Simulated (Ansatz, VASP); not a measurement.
Two plane-wave programs on Sb

Contents of POSCAR:

```
Sb
1.0
   -2.0350832139      1.7075985587      1.8713408863
    2.0350832139     -1.7075985587      1.8713408863
    2.0350832139      1.7075985587     -1.8713408863
Sb
1
Direct
    0.0000000000      0.0000000000      0.0000000000
```

Contents of INCAR.step1:

```
SYSTEM = Sb
  ALGO = Normal
  EDIFF = 1E-4
  ENCUT = 520
  GGA = PE
  ISMEAR = 0
  LASPH = .TRUE.
  LCHARG = .FALSE.
  LREAL = .FALSE.
  LWAVE = .TRUE.
  NBANDS = 8
  NELM = 100
  PREC = Accurate
  SIGMA = 0.15
```

Contents of INCAR.step2:

```
SYSTEM = Sb
  ALGO = Normal
  EDIFF = 1E-7
  ENCUT = 520
  ISIF = 2
  ISMEAR = 0
  ISTART = 1
  LASPH = .TRUE.
  LCHARG = .FALSE.
  LMIXTAU = .TRUE.
  LREAL = .FALSE.
  LWAVE = .FALSE.
  METAGGA = R2SCAN
  NBANDS = 8
  NELM = 100
  PREC = Accurate
  SIGMA = 0.15
```

File KPOINTS:

```
k-points
0
G
  18 18 18
  0 0 0
```

Input for Ansatz:

```yaml
crystal:
  lattice:
    - [-2.0350832139, 1.7075985587, 1.8713408863]
    - [2.0350832139, -1.7075985587, 1.8713408863]
    - [2.0350832139, 1.7075985587, -1.8713408863]
  atoms:
    - { symbol: Sb, position: [0.0, 0.0, 0.0] }
basis:
  ecutwfc: 500
kpoints:
  mp_grid: { grid: [18, 18, 18] }
hamiltonian:
  xc: r2scan
scf:
  occupations: { method: gaussian, width: 0.15 }
output:
  forces: true
  stress: true
  eigenvalues: true
```

Change from the starting cell: strain +0.0875 x Voigt [1, -1, 0, 0, 0, 0], atoms carried along.

Alike in both runs: task single point; functional r2SCAN; k mesh 18 × 18 × 18; occupations gaussian, width 0.15 eV; no spin polarisation.

|  | VASP | Ansatz |
| --- | --- | --- |
| version | VASP 6.6.1 | Ansatz 0.2.0 |
| potentials or method | VASP PAW PBE potentials, release 64 (Sb) | scalar-relativistic, plane waves, PAW |
| plane-wave cutoff (eV) | 520 | 500 |
| valence electrons in the cell | 5 | 15 |

```tsv
	VASP	Ansatz	Ansatz less VASP
gap on the k mesh at the Fermi level (eV)	none	none	-
pressure (GPa)	2.9	2.9	+0.06
largest component of the traceless stress (GPa)	2.03	2.06	+0.026
```

A gap of «none» marks a metal or a gap that the smearing closes. With one functional, cell and mesh, what is left measures potentials, basis and numerics. The two sets of potentials don't hold the same shells in valence.

Caveats: the PAW data sets were made with another functional, which shifts forces and pressure a little (VASP). Spin-orbit coupling is left out, which matters for the levels of Sb.
